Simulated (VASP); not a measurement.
# GaN (P6_3mc) in VASP: Born charges and dielectric tensor with PBE

Aim: the Born charges and dielectric tensor of GaN with PBE.

Program: VASP 6.6.1. These are calculated values, not measurements. Logs are shortened: lines on timing, memory, paths and dates and some standing lists are left out, and cuts for length are marked.

## (1) The structure

The structure is hexagonal, space group P6_3mc (No. 186). Conventional cell: a = 3.218 Å, b = 3.218 Å, c = 5.245 Å, α = 90.00°, β = 90.00°, γ = 120.00°. Ga (site symmetry 3m) has 4 N at 1.97 to 1.98 Å as nearest neighbours. N (site symmetry 3m) is surrounded by 4 Ga at 1.97 to 1.98 Å.

## (2) Born charges and dielectric tensor, PBE

INCAR reads:

```
  PREC = Accurate
  ENCUT = 520
  EDIFF = 1E-8
  ISMEAR = 0
  SIGMA = 0.02
  LREAL = False
  LASPH = True
  NELM = 80
  ALGO = Normal
  ISIF = 2
  LWAVE = False
  LCHARG = False
  GGA = PE
  LEPSILON = True
  IBRION = 8
  NSW = 1
  KPAR = 4
```

KPOINTS reads:

```
Automatic mesh
0
Gamma
  6 6 2
```

POSCAR reads:

```
GaN                                     
1.0
    3.2183127037      0.0000000000      0.0000000000
   -1.6091563518      2.7871405545      0.0000000000
    0.0000000000      0.0000000000      5.2446999008
  Ga              N             
     2     2
Direct
     0.3333333300000021    0.6666666699999979    0.9991991009435923
     0.6666666699999979    0.3333333300000021    0.4991991009435923
     0.3333333300000021    0.6666666699999979    0.3758008990564077
     0.6666666699999979    0.3333333300000021    0.8758008990564077
```

Potentials or basis: VASP PAW PBE potentials, release 64 (Ga_d, N).

On the command line:

```
$ cat potpaw_PBE.64/Ga_d/POTCAR potpaw_PBE.64/N/POTCAR > POTCAR
$ mpirun -np 4 vasp_std > vasp.out
```

OUTCAR:

```text
PREC = Accurate
   ENCUT = 520
   EDIFF = 1E-8
   ISMEAR = 0
   LREAL = False
   LASPH = True
   NELM = 80
   ISIF = 2
   GGA = PE
   LEPSILON = True
   IBRION = 8
   NSW = 1

 ion  position               nearest neighbor table
   1  0.333  0.667  0.999-   4 1.97   4 1.97   4 1.97   3 1.98
   2  0.667  0.333  0.499-   3 1.97   3 1.97   3 1.97   4 1.98
   3  0.333  0.667  0.376-   2 1.97   2 1.97   2 1.97   1 1.98
   4  0.667  0.333  0.876-   1 1.97   1 1.97   1 1.97   2 1.98

  LATTYP: Found a hexagonal cell.
 ALAT       =     3.2183127037
 C/A-ratio  =     1.6296427301

  Lattice vectors:

 A1 = (   3.2183127037,   0.0000000000,   0.0000000000)
 A2 = (  -1.6091563518,   2.7871405545,   0.0000000000)
 A3 = (   0.0000000000,   0.0000000000,   5.2446999008)

Analysis of symmetry for initial positions (statically):
=====================================================================
 Subroutine PRICEL returns:
 Original cell was already a primitive cell.

 Routine SETGRP: Setting up the symmetry group for a
 hexagonal supercell.

 Subroutine GETGRP returns: Found 12 space group operations
 (whereof  6 operations were pure point group operations)
 out of a pool of 24 trial point group operations.

The static configuration has the point symmetry C_3v.
 The point group associated with its full space group is C_6v.

Analysis of symmetry for dynamics (positions and initial velocities):
=====================================================================
 Subroutine PRICEL returns:
 Original cell was already a primitive cell.

 Routine SETGRP: Setting up the symmetry group for a
 hexagonal supercell.

 Subroutine GETGRP returns: Found 12 space group operations
 (whereof  6 operations were pure point group operations)
 out of a pool of 24 trial point group operations.

The dynamic configuration has the point symmetry C_3v.
 The point group associated with its full space group is C_6v.

 Subroutine INISYM returns: Found 12 space group operations
 (whereof  6 operations are pure point group operations),
 and found     1 'primitive' translations

----------------------------------------------------------------------------------------

                                     Primitive cell

  volume of cell :      47.0444

  direct lattice vectors                    reciprocal lattice vectors
     3.218312704  0.000000000  0.000000000     0.310721826  0.179395330  0.000000000
    -1.609156352  2.787140555  0.000000000     0.000000000  0.358790660  0.000000000
     0.000000000  0.000000000  5.244699901     0.000000000  0.000000000  0.190668679

  length of vectors
     3.218312704  3.218312700  5.244699901     0.358790660  0.358790660  0.190668679

  position of ions in fractional coordinates (direct lattice)
     0.333333330  0.666666670  0.999199101
     0.666666670  0.333333330  0.499199101
     0.333333330  0.666666670  0.375800899
     0.666666670  0.333333330  0.875800899

  ion indices of the primitive-cell ions
   primitive index   ion index
                 1           1
                 2           2
                 3           3
                 4           4

----------------------------------------------------------------------------------------

 KPOINTS: Automatic mesh

Automatic generation of k-mesh.
 Grid dimensions read from file:
 generate k-points for:    6    6    2

 Generating k-lattice:

  Cartesian coordinates                     Fractional coordinates (reciprocal lattice)
     0.051786971  0.029899222  0.000000000     0.166666667 -0.000000000  0.000000000
[... 491 lines left out ...]
  free energy    TOTEN  =        -0.86313128 eV

  energy without entropy =       -0.86313128

------------------------ aborting loop because EDIFF is reached ----------------------------------------

--------------------------------------- Ionic step        2  -------------------------------------------

------------------------ aborting loop because EDIFF is reached ----------------------------------------

--------------------------------------- Ionic step        3  -------------------------------------------

------------------------ aborting loop because EDIFF is reached ----------------------------------------

 PIEZOELECTRIC TENSOR FIELD DIRECTION 3  (e Angst)
 -----------------------------------------------------------------------------
     1.49169  0.00000  0.00000           (  0.11513  0.00000  0.00000)
     0.00000  1.49169 -0.00000           (  0.00000  0.11513 -0.00000)
     0.00000 -0.00000 -3.03374           (  0.00000 -0.00000 -0.23640)

 PIEZOELECTRIC TENSOR FIELD DIRECTION 3  (C/m^2)
 -----------------------------------------------------------------------------
     0.50802  0.00000  0.00000
     0.00000  0.50802 -0.00000
     0.00000 -0.00000 -1.03319

[... ionic steps 4 to 9 ...]

--------------------------------------- Ionic step       10  -------------------------------------------

------------------------ aborting loop because EDIFF is reached ----------------------------------------

[... ionic steps 11 to 11 ...]

--------------------------------------- Ionic step       12  -------------------------------------------

 Free energy of the ion-electron system (eV)
  ---------------------------------------------------
  ---------------------------------------------------
  free energy    TOTEN  =        -0.24752122 eV

  energy without entropy =       -0.24752122

------------------------ aborting loop because EDIFF is reached ----------------------------------------

 INTERNAL STRAIN TENSOR  FOR ION    3  DIRECTION 3   (eV/Angst):
 -----------------------------------------------------------------------------
     4.38110  0.00000 -0.00000
     0.00000  4.38110  0.00000
     0.00000  0.00000 -8.35290

 MACROSCOPIC STATIC DIELECTRIC TENSOR (including local field effects in DFT)
 ------------------------------------------------------
           7.172243     0.000000     0.000000
           0.000000     7.172243    -0.000000
          -0.000000     0.000000     7.399463
 ------------------------------------------------------

 PIEZOELECTRIC TENSOR (including local field effects)  for field in x, y, z        (e  Angst)
          XX          YY          ZZ          XY          YZ          ZX
  --------------------------------------------------------------------------------
  x     0.00000    -0.00000    -0.00000     0.00000     0.00000     1.67849
  y     0.00000    -0.00000     0.00000     0.00000     1.67849     0.00000
  z     1.49169     1.49169    -3.03374     0.00000     0.00000     0.00000

 PIEZOELECTRIC TENSOR (including local field effects)  for field in x, y, z        (C/m^2)
          XX          YY          ZZ          XY          YZ          ZX
  --------------------------------------------------------------------------------
  x     0.00000    -0.00000    -0.00000     0.00000     0.00000     0.57164
  y     0.00000    -0.00000     0.00000     0.00000     0.57164     0.00000
  z     0.50802     0.50802    -1.03319     0.00000     0.00000     0.00000

 BORN EFFECTIVE CHARGES (including local field effects) (in |e|, cummulative output)
 ---------------------------------------------------------------------------------
 ion    1
    1     2.65929     0.00000     0.00000
    2     0.00000     2.65929     0.00000
    3     0.00000     0.00000     2.79524
 ion    2
    1     2.65929     0.00000    -0.00000
    2     0.00000     2.65929     0.00000
    3    -0.00000     0.00000     2.79524
 ion    3
    1    -2.65929    -0.00000     0.00000
    2    -0.00000    -2.65929     0.00000
    3     0.00000     0.00000    -2.79524
 ion    4
    1    -2.65929    -0.00000     0.00000
    2    -0.00000    -2.65929    -0.00000
    3     0.00000    -0.00000    -2.79524

 INTERNAL STRAIN TENSOR FOR ION    4 for displacements in x,y,z  (eV/Angst):
          X           Y           Z          XY          YZ          ZX
  --------------------------------------------------------------------------------
  x     0.00000    -0.00000    -0.00000     8.10981     0.00000     4.37209
  y     8.10981    -8.10981     0.00000    -0.00000     4.73743     0.00000
  z     4.38110     4.38110    -8.35290     0.00000    -0.00000     0.00000

 SECOND DERIVATIVES (NOT SYMMETRIZED)
 ------------------------------------
               1X          1Y          1Z          2X          2Y          2Z          3X          3Y          3Z          4X          4Y          4Z
  1X   -11.929126   -0.000000    0.000000    0.315380    0.000000    0.000000    1.066056    0.000000   -0.000000   10.547690    0.000000    0.000000
  1Y    -0.000000  -11.929126    0.000000    0.000000    0.315380    0.000000    0.000000    1.066056    0.000000    0.000000   10.547690    0.000000
  1Z     0.000000    0.000000  -18.671876   -0.000000    0.000000    8.045252    0.000000    0.000000    6.095531   -0.000000    0.000000    4.531093
  2X     0.315380    0.000000    0.000000  -11.929126   -0.000000    0.000000   10.547690    0.000000   -0.000000    1.066056    0.000000    0.000000
  2Y     0.000000    0.315380   -0.000000   -0.000000  -11.929126   -0.000000    0.000000   10.547690   -0.000000    0.000000    1.066056   -0.000000
  2Z     0.000000   -0.000000    8.045252   -0.000000    0.000000  -18.671876    0.000000   -0.000000    4.531093   -0.000000    0.000000    6.095531
  3X     1.101013    0.000000   -0.000000   10.584999    0.000000   -0.000000  -12.240609   -0.000000    0.000000    0.554597    0.000000    0.000000
  3Y     0.000000    1.101013   -0.000000    0.000000   10.584999    0.000000   -0.000000  -12.240609    0.000000    0.000000    0.554597    0.000000
  3Z    -0.000000   -0.000000    6.066006   -0.000000    0.000000    4.586840    0.000000    0.000000  -16.381700    0.000000    0.000000    5.728853
  4X    10.584999    0.000000    0.000000    1.101013    0.000000    0.000000    0.554597    0.000000   -0.000000  -12.240609   -0.000000   -0.000000
  4Y     0.000000   10.584999   -0.000000    0.000000    1.101013    0.000000    0.000000    0.554597   -0.000000   -0.000000  -12.240609    0.000000
  4Z     0.000000    0.000000    4.586840    0.000000    0.000000    6.066006   -0.000000    0.000000    5.728853    0.000000    0.000000  -16.381700

 Eigenvectors and eigenvalues of the dynamical matrix
 ----------------------------------------------------

   1 f  =   19.658172 THz   123.515936 2PiTHz  655.726025 cm-1    81.299629 meV
             X         Y         Z           dx          dy          dz
     -0.000000  1.858094  5.240499     0.000000    0.000000    0.028725
      1.609156  0.929047  2.618149     0.000000    0.000000   -0.028725
     -0.000000  1.858094  1.970963     0.000000    0.000000   -0.706523
      1.609156  0.929047  4.593313    -0.000000   -0.000000    0.706523
[... 71 lines left out ...]
  12 f/i=    0.018068 THz     0.113527 2PiTHz    0.602697 cm-1     0.074725 meV
             X         Y         Z           dx          dy          dz
     -0.000000  1.858094  5.240499    -0.645600    0.004166   -0.000000
      1.609156  0.929047  2.618149    -0.645600    0.004166   -0.000000
     -0.000000  1.858094  1.970963    -0.288409    0.001861   -0.000000
      1.609156  0.929047  4.593313    -0.288409    0.001861   -0.000000

--------------------------------------------------------------------------------------------------------

 MACROSCOPIC STATIC DIELECTRIC TENSOR IONIC CONTRIBUTION
 ------------------------------------------------------
           4.669784     0.000000    -0.000000
           0.000000     4.669784     0.000000
          -0.000000     0.000000     5.649308
 ------------------------------------------------------

 ELASTIC MODULI CONTR FROM IONIC RELAXATION (kBar)
 Direction    XX          YY          ZZ          XY          YZ          ZX
 --------------------------------------------------------------------------------
 XX        -474.1642    228.6560    234.5794     -0.0000      0.0000     -0.0000
 YY         228.6560   -474.1642    234.5794     -0.0000      0.0000      0.0000
 ZZ         234.5794    234.5794   -448.2743      0.0000      0.0000     -0.0000
 XY          -0.0000     -0.0000      0.0000   -351.4101     -0.0000      0.0000
 YZ          -0.0000     -0.0000      0.0000     -0.0000   -108.1186     -0.0000
 ZX          -0.0000      0.0000     -0.0000      0.0000     -0.0000   -115.9819
 --------------------------------------------------------------------------------

 PIEZOELECTRIC TENSOR IONIC CONTR  for field in x, y, z        (C/m^2)
          XX          YY          ZZ          XY          YZ          ZX
  --------------------------------------------------------------------------------
  x    -0.00000     0.00000    -0.00000    -0.00000    -0.00000    -0.69249
  y    -0.00000     0.00000     0.00000    -0.00000    -0.66861    -0.00000
  z    -0.78359    -0.78359     1.49741    -0.00000    -0.00000     0.00000
```

Wall time 2.9 min (4 MPI ranks of Intel Xeon Platinum 8259CL at 2.50GHz (Skylake/Cascade Lake), shared host); peak memory 0.27 GiB.

What came out:

- Band gap on the k mesh: 1.71 eV, direct
- Electronic dielectric tensor (diagonal): 7.17, 7.17, 7.40
- Born charges (mean of the diagonal): Ga +2.70; N -2.70 e
- Highest phonon frequency at Γ, LO-TO splitting left out: 656 cm⁻¹

Levels at points of the mesh, in eV from the valence-band top:
| k point | band 16 | band 17 | band 18 | band 19 | band 20 | band 21 |
| --- | --- | --- | --- | --- | --- | --- |
| (0.00, 0.00, 0.00) | -0.04 | 0.00 | 0.00 | 1.71 | 4.07 | 9.02 |
| (0.50, 0.00, 0.00) | -2.64 | -2.12 | -0.96 | 4.98 | 5.37 | 5.97 |
| (0.00, 0.00, 0.50) | -0.51 | -0.51 | -0.51 | 4.06 | 4.06 | 8.31 |
| (0.50, 0.00, 0.50) | -1.87 | -1.83 | -1.83 | 4.31 | 4.31 | 7.57 |

Phonon frequencies in cm⁻¹ (negative: imaginary):
| q point | frequencies |
| --- | --- |
| (0.000, 0.000, 0.000) | -1 -1 0 135 135 322 498 522 522 527 527 656 |

Electronic dielectric tensor:
```
7.17 0.00 0.00
0.00 7.17 0.00
0.00 0.00 7.40
```

Born effective charge tensors (e):
atom 1, Ga
```
2.66 0.00 0.00
0.00 2.66 0.00
0.00 0.00 2.80
```
atom 2, Ga
```
2.66 0.00 0.00
0.00 2.66 0.00
0.00 0.00 2.80
```
atom 3, N
```
-2.66  0.00  0.00
 0.00 -2.66  0.00
 0.00  0.00 -2.80
```
atom 4, N
```
-2.66  0.00  0.00
 0.00 -2.66  0.00
 0.00  0.00 -2.80
```

Caveat: the k mesh is coarse (spacing up to 0.60 Å⁻¹), so the values aren't converged. A hybrid or GW would open this gap; PBE tends to underestimate it.
